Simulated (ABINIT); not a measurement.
## BAs (F-43m): G0W0 with ABINIT, start to end

Aim: the G0W0 gap of BAs (F-43m) on LDA, step by step.

Main program and level: ABINIT 10.8.3; LDA and many-body steps on it, plane waves.

**Experimental background.**

- Gap 4.12 eV: direct gap from square of absorption coefficient, average of two samples; spectroscopic ellipsometry; 300 K; bulk crystal (CVT-grown opaque bulk crystals) (“Optical properties of cubic boron arsenide”, 2019, arxiv:1911.04914).

- Gap 1.82 eV: indirect gap from Tauc plot of optical absorption; UV-visible absorption, indirect Tauc plot; 300 K; bulk crystal (three thin as-grown single crystals with the same absorption edge) (“Photoluminescence mapping and time-domain thermo-photoluminescence for rapid imaging and measurement of thermal conductivity of boron arsenide”, 2019, arxiv:1910.07149).

- Gap 2.02 eV: indirect gap from square root of absorption coefficient, average of three samples; transmission and reflection spectroscopy; 300 K; bulk crystal (CVT-grown platelets about 10 um thick) (“Optical properties of cubic boron arsenide”, 2019, arxiv:1911.04914).

Most raw output is cut from this account.

**1. Starting point**

It takes space group F-43m (No. 216, cubic). Conventional cell: a = 4.777 Å, b = 4.777 Å, c = 4.777 Å, α = 90.00°, β = 90.00°, γ = 90.00°. Nearest to B lie 4 As at 2.07 Å. Nearest to As lie 4 B at 2.07 Å. Farther neighbours are not listed.

The cell and positions come from the Crystallography Open Database and are kept as given unless a step says otherwise.

**2. Ground state**

This step: ABINIT 10.8.3; DFT, LDA, plane waves, norm-conserving pseudopotentials.

The ground-state density comes first.

run.abi

```
acell 3*1.0 Angstrom
rprim 
  -0.000000000000 2.388500000000 2.388500000000
  2.388500000000 -0.000000000000 2.388500000000
  2.388500000000 2.388500000000 -0.000000000000
ntypat 2
znucl 5 33
natom 2
typat 1 2
xred 
  0.000000000000 0.000000000000 0.000000000000
  0.250000000000 0.250000000000 0.250000000000
pp_dirpath "pseudos"
pseudos "B.upf, As.upf"
ecut 44
ngkpt 8 8 8
nshiftk 1
shiftk 0 0 0
kptopt 1
chksymbreak 0
nband 18
occopt 1
tolvrs 1e-10
nstep 60
prtwf 0
indata_prefix "in"
outdata_prefix "out"
tmpdata_prefix "tmp"
```

Run with:

```sh
OMP_NUM_THREADS=1 mpirun -n 8 abinit run.abi > log
```

Run time: 7.4 s. Hardware: 8 MPI ranks of Arm Neoverse V2, shared host; peak memory 0.56 GiB.

Numbers from this step:

| Property | Result |
| --- | --- |
| total energy | -8470.2911 eV |
| gap | 1.151 eV |
| k of the valence top | 0, 0, 0 |
| k of the conduction bottom | 0.375, 0.375, 0 |
| least direct gap | 3.259 eV |
| pressure | -16.56 GPa |

The gap is indirect, with the least direct gap 2.11 eV higher.

The cutoff was set for levels, not for stress, so the pressure can be off by some GPa.

**3. Bands along the symmetry lines**

The cheap functional maps the bands first; the places of the edges decide which points the dearer methods must see.

run.abi

```
acell 3*1.0 Angstrom
rprim 
  -0.000000000000 2.388500000000 2.388500000000
  2.388500000000 -0.000000000000 2.388500000000
  2.388500000000 2.388500000000 -0.000000000000
ntypat 2
znucl 5 33
natom 2
typat 1 2
xred 
  0.000000000000 0.000000000000 0.000000000000
  0.250000000000 0.250000000000 0.250000000000
pp_dirpath "pseudos"
pseudos "B.upf, As.upf"
ecut 44
iscf -2
irdden 1
kptopt 0
nkpt 50
kpt 
  0.00000000 0.00000000 0.00000000
  -0.06250000 -0.06250000 0.00000000
  -0.12500000 -0.12500000 0.00000000
  -0.18750000 -0.18750000 0.00000000
  -0.25000000 -0.25000000 0.00000000
  -0.31250000 -0.31250000 0.00000000
  -0.37500000 -0.37500000 0.00000000
  -0.43750000 -0.43750000 0.00000000
  -0.50000000 -0.50000000 0.00000000
  -0.48437500 -0.48437500 0.03125000
  -0.46875000 -0.46875000 0.06250000
  -0.45312500 -0.45312500 0.09375000
  -0.43750000 -0.43750000 0.12500000
  -0.42187500 -0.42187500 0.15625000
  -0.40625000 -0.40625000 0.18750000
  -0.39062500 -0.39062500 0.21875000
  -0.37500000 -0.37500000 0.25000000
  -0.37500000 0.00000000 0.37500000
  -0.32812500 0.00000000 0.32812500
  -0.28125000 0.00000000 0.28125000
  -0.23437500 0.00000000 0.23437500
  -0.18750000 0.00000000 0.18750000
  -0.14062500 0.00000000 0.14062500
  -0.09375000 0.00000000 0.09375000
  -0.04687500 0.00000000 0.04687500
  0.00000000 0.00000000 0.00000000
  0.00000000 0.00000000 0.06250000
  0.00000000 0.00000000 0.12500000
  0.00000000 0.00000000 0.18750000
  0.00000000 0.00000000 0.25000000
  0.00000000 0.00000000 0.31250000
  0.00000000 0.00000000 0.37500000
  0.00000000 0.00000000 0.43750000
  -0.00000000 -0.00000000 0.50000000
  -0.06250000 -0.03125000 0.46875000
  -0.12500000 -0.06250000 0.43750000
  -0.18750000 -0.09375000 0.40625000
  -0.25000000 -0.12500000 0.37500000
  -0.31250000 -0.15625000 0.34375000
  -0.37500000 -0.18750000 0.31250000
  -0.43750000 -0.21875000 0.28125000
  -0.50000000 -0.25000000 0.25000000
  -0.50000000 -0.28125000 0.21875000
  -0.50000000 -0.31250000 0.18750000
  -0.50000000 -0.34375000 0.15625000
  -0.50000000 -0.37500000 0.12500000
  -0.50000000 -0.40625000 0.09375000
  -0.50000000 -0.43750000 0.06250000
  -0.50000000 -0.46875000 0.03125000
  -0.50000000 -0.50000000 0.00000000
istwfk *1
nband 23
nbdbuf 5
tolwfr 1e-07
nstep 50
prtwf 0
prtvol 0
indata_prefix "in"
outdata_prefix "out"
tmpdata_prefix "tmp"
```

Elapsed: 6.3 s, on 8 MPI ranks; peak memory 0.51 GiB; 50 s of CPU time.

Numbers from this step:

```
gap                        : 1.151 eV
k of the valence top       : 0, 0, 0
k of the conduction bottom : -0.375, -0.375, 0
least direct gap           : 3.259 eV
```

The gap is 1.151 eV, as in the run before at this level.

Electronic bands along the path, in eV, zero at the top of the highest filled band:

| point | band 10 | band 11 | band 12 | band 13 | band 14 | band 15 | band 16 | band 17 |
| --- | --- | --- | --- | --- | --- | --- | --- | --- |
| Γ | -15.40 | 0.00 | 0.00 | 0.00 | 3.26 | 3.26 | 3.26 | 4.64 |
| halfway | -14.06 | -4.07 | -2.70 | -2.70 | 1.62 | 4.49 | 7.35 | 7.35 |
| X | -11.29 | -8.42 | -4.07 | -4.07 | 1.35 | 1.44 | 11.26 | 11.26 |
| halfway | -11.25 | -8.30 | -4.91 | -3.92 | 1.55 | 2.75 | 10.61 | 10.69 |
| U | -11.32 | -8.03 | -5.96 | -3.48 | 2.00 | 5.49 | 9.16 | 9.66 |
| jump to K | -11.32 | -8.03 | -5.96 | -3.48 | 2.00 | 5.49 | 9.16 | 9.66 |
| halfway | -13.92 | -5.11 | -3.78 | -1.13 | 3.94 | 4.88 | 5.74 | 6.92 |
| Γ | -15.40 | 0.00 | 0.00 | 0.00 | 3.26 | 3.26 | 3.26 | 4.64 |
| halfway | -14.40 | -4.92 | -1.15 | -1.15 | 3.04 | 4.64 | 4.64 | 7.81 |
| L | -12.55 | -8.74 | -1.81 | -1.81 | 2.68 | 4.78 | 4.78 | 8.73 |
| halfway | -11.99 | -8.23 | -4.54 | -3.07 | 3.92 | 4.74 | 7.41 | 8.97 |
| W | -11.13 | -7.93 | -5.50 | -5.20 | 5.21 | 5.86 | 6.72 | 7.06 |
| halfway | -11.21 | -8.21 | -4.81 | -4.70 | 2.88 | 2.92 | 9.64 | 9.88 |
| X | -11.29 | -8.42 | -4.07 | -4.07 | 1.35 | 1.44 | 11.26 | 11.26 |

**4. Empty states on the mesh, 6×6×6 mesh, 114 bands**

The sums over transitions need many empty states on a uniform mesh; this step solves for them.

run.abi

```
acell 3*1.0 Angstrom
rprim 
  -0.000000000000 2.388500000000 2.388500000000
  2.388500000000 -0.000000000000 2.388500000000
  2.388500000000 2.388500000000 -0.000000000000
ntypat 2
znucl 5 33
natom 2
typat 1 2
xred 
  0.000000000000 0.000000000000 0.000000000000
  0.250000000000 0.250000000000 0.250000000000
pp_dirpath "pseudos"
pseudos "B.upf, As.upf"
ecut 44
ngkpt 6 6 6
nshiftk 1
shiftk 0 0 0
kptopt 1
chksymbreak 0
irdden 1
istwfk *1
nband 114
prtvol 0
optdriver 6
gwr_task "HDIAGO"
paral_kgb 0
occopt 1
indata_prefix "in"
outdata_prefix "out"
tmpdata_prefix "tmp"
```

It took 28 s on 8 MPI ranks; peak memory 3.3 GiB; 3.7 min of CPU time.

This step gave:

* gap: 1.238 eV
* k of the valence top: 0, 0, 0
* k of the conduction bottom: 0.3333, 0.3333, 0
* least direct gap: 3.259 eV
* k points computed: 16
* lowest point of the top converged band, above the valence top: 114.9916 eV

On this mesh the gap is 1.238 eV. The earlier step found 1.151 eV, so this mesh misses an edge.

**5. Screening, 6×6×6 mesh, 106 bands, screening to 179.6 eV**

The RPA dielectric matrix is built and inverted for each q.

This step: RPA screening on LDA, plane waves, norm-conserving pseudopotentials.

Edit run.abi of step 4 so:

```diff
@@ -20,10 +20,11 @@
 chksymbreak 0
-irdden 1
 istwfk *1
-nband 114
-prtvol 0
-optdriver 6
-gwr_task "HDIAGO"
-paral_kgb 0
 occopt 1
+irdwfk 1
+optdriver 3
+nband 106
+ecuteps 6.6
+inclvkb 2
+awtr 1
+symchi 1
 indata_prefix "in"
```

It took 65 s on 8 MPI ranks; peak memory 1.8 GiB; 8.7 min of CPU time.

Numbers from this step:

- ε∞ with local fields, on this mesh, along the program's q direction: 10.67
- the same without local fields: 11.70
- plasma frequency: 36.27 eV
- plane waves in the screening matrix: 169

Local fields lower ε∞ by 9 %.

**6. Self-energy, 6×6×6 mesh, 106 bands, screening to 179.6 eV**

The self-energy is evaluated for the states that the input lists, and the levels follow from it, in one-shot runs by the linearised quasiparticle equation.

This step: G0W0 on LDA, plane waves, norm-conserving pseudopotentials.

Edit run.abi of step 5 so:

```diff
@@ -23,8 +23,45 @@
 irdwfk 1
-optdriver 3
+optdriver 4
 nband 106
+gwcalctyp 0
+ecutsigx 44
+symsigma 1
+nkptgw 16
+kptgw 
+  0.0000000000 0.0000000000 0.0000000000
+  0.1666666667 0.0000000000 0.0000000000
+  0.3333333333 0.0000000000 0.0000000000
+  0.5000000000 0.0000000000 0.0000000000
+  0.1666666667 0.1666666667 0.0000000000
+  0.3333333333 0.1666666667 0.0000000000
+  0.5000000000 0.1666666667 0.0000000000
+  -0.3333333333 0.1666666667 0.0000000000
+  -0.1666666667 0.1666666667 0.0000000000
+  0.3333333333 0.3333333333 0.0000000000
+  0.5000000000 0.3333333333 0.0000000000
+  -0.3333333333 0.3333333333 0.0000000000
+  0.5000000000 0.5000000000 0.0000000000
+  0.5000000000 0.3333333333 0.1666666667
+  -0.3333333333 0.3333333333 0.1666666667
+  -0.3333333333 0.5000000000 0.1666666667
+bdgw 
+  11 17
+  11 17
+  11 17
+  11 17
+  11 17
+  11 17
+  11 17
+  11 17
+  11 17
+  11 17
+  11 17
+  11 17
+  11 17
+  11 17
+  11 17
+  11 17
 ecuteps 6.6
-inclvkb 2
-awtr 1
-symchi 1
+irdscr 1
+ppmodel 1
 indata_prefix "in"
```

Wall time 3 min (8 MPI ranks); peak memory 2.3 GiB; 24 min of CPU time.

Numbers from this step:

| Property | Result |
| --- | --- |
| G0W0 gap on the mesh | 1.905 eV |
| starting gap on the mesh | 1.238 eV |
| k of the valence top | 0, 0, 0 |
| k of the conduction bottom | 0.3333, 0.3333, 0 |
| Z at the valence top | 0.807 |
| Z at the conduction bottom | 0.816 |
| least direct G0W0 gap on the computed points | 4.176 eV |

The gap on the mesh goes from 1.24 eV to 1.91 eV, a correction of +0.67 eV. The start differs from the 1.15 eV found before because the two sample other k points.

Limits: finite bands, cutoff and mesh; no spin-orbit coupling. v1 is the top filled band, c1 the lowest empty one. The levels before and after the correction (eV, zero at the valence-band top of each column):

|  | conduction bottom | valence top |
| --- | --- | --- |
| Kohn-Sham | 1.24 | 0.00 |
| G0W0 | 1.91 | 0.00 |

|  | level | energy (eV) |
| --- | --- | --- |
| Kohn-Sham | Γ v3-v1 | 0.000 |
| Kohn-Sham | Γ c1-c3 | 3.259 |
| Kohn-Sham | Γ c4 | 4.641 |
| Kohn-Sham | (0.333 0.333 0) v3 | -5.896 |
| Kohn-Sham | (0.333 0.333 0) v2-v1 | -3.449 |
| Kohn-Sham | (0.333 0.333 0) c1 | 1.238 |
| Kohn-Sham | (0.333 0.333 0) c2 | 3.089 |
| Kohn-Sham | (0.333 0.333 0) c3-c4 | 9.081 |
| G0W0 | Γ v3-v1 | 0.000 |
| G0W0 | Γ c1-c3 | 4.176 |
| G0W0 | Γ c4 | 5.506 |
| G0W0 | (0.333 0.333 0) v3 | -6.238 |
| G0W0 | (0.333 0.333 0) v2-v1 | -3.623 |
| G0W0 | (0.333 0.333 0) c1 | 1.905 |
| G0W0 | (0.333 0.333 0) c2 | 3.802 |
| G0W0 | (0.333 0.333 0) c3-c4 | 10.138 |

**7. Where the time went**

Times are wall times on 8 MPI ranks of Arm Neoverse V2, shared host, good to a factor of about two.

| step | time | share | memory (GiB) |
| --- | --- | --- | --- |
| ground state | 7.4 s | 3 % | 0.56 |
| bands along the symmetry lines | 6.3 s | 2 % | 0.51 |
| empty states on the mesh | 28 s | 10 % | 3.3 |
| screening | 65 s | 23 % | 1.8 |
| self-energy | 3 min | 62 % | 2.3 |

**8. Results**

```yaml
lda_gap: 1.15 eV, indirect
g0w0_gap_on_the_mesh: 1.91 eV
g0w0_gap_over_the_zone_rigid_shift: 1.82 eV
gw_settings: 6×6×6 mesh, 106 bands, screening to 179.6 eV, Godby-Needs plasmon pole
known_limits: not at the basis limit; no spin-orbit coupling
```

What this shows: G0W0 moves the gap on the mesh from 1.24 eV to 1.91 eV (+0.67 eV), with Z of 0.81 and 0.82 at the edges. The mesh misses the band edges by 0.09 eV in all; a rigid shift gives 1.82 eV for the zone. Local fields lower the RPA ε∞ on this mesh from 11.70 to 10.67. The dearest step here is «self-energy». Against experiment, by G0W0@LDA: the direct gap of 4.18 eV lies +0.06 eV from the measured 4.12 eV (direct, 300 K, 2019); the gap of 1.82 eV lies −0.002 eV from the measured 1.82 eV (indirect, 300 K, 2019); the gap of 1.82 eV lies −0.20 eV from the measured 2.02 eV (indirect, 300 K, 2019). An exciton line or allowed optical edge lies below the quasiparticle gap by the binding energy; a forbidden edge can push the onset above it. The calculation has static nuclei and no excitons; a measured gap holds zero-point and thermal motion, which mostly lowers it. Bands and cutoff are finite, so the gap is not at the basis limit. The miss can reach some tenths of an eV and take either sign; the mesh is an error of its own. A denser mesh or path gives a starting gap of 1.15 eV: the GW mesh misses a band edge, so its gaps are not the fundamental one. The many-body steps are scalar-relativistic: spin-orbit coupling is not in them.

[Paths, hosts, dates, memory and timing lines, banners, echoed tables and standing remarks are left out of the program output.]

[Logs are printed without paths, hosts, clocks, repeated set-up lines and the standing remarks that a program may print on its own settings, such as how far it seeks lower states.]

[Runs of the session that timed out or met a known fault of the program may be left out.]

[Hosts, paths, dates, database ids (printed as entryN), source tags and the programs' standing remarks are cut or masked in the printed files.]

[G0W0 gaps are taken among the corrected bands and points alone; a level outside them can change the order at an edge.]

[Where Ansatz stands beside ABINIT at settings called matched, ABINIT's density can come from a denser mesh and the files from another edition; pairs whose starting gaps differed by over 0.03 eV were left out, so agreement reads better than it is.]
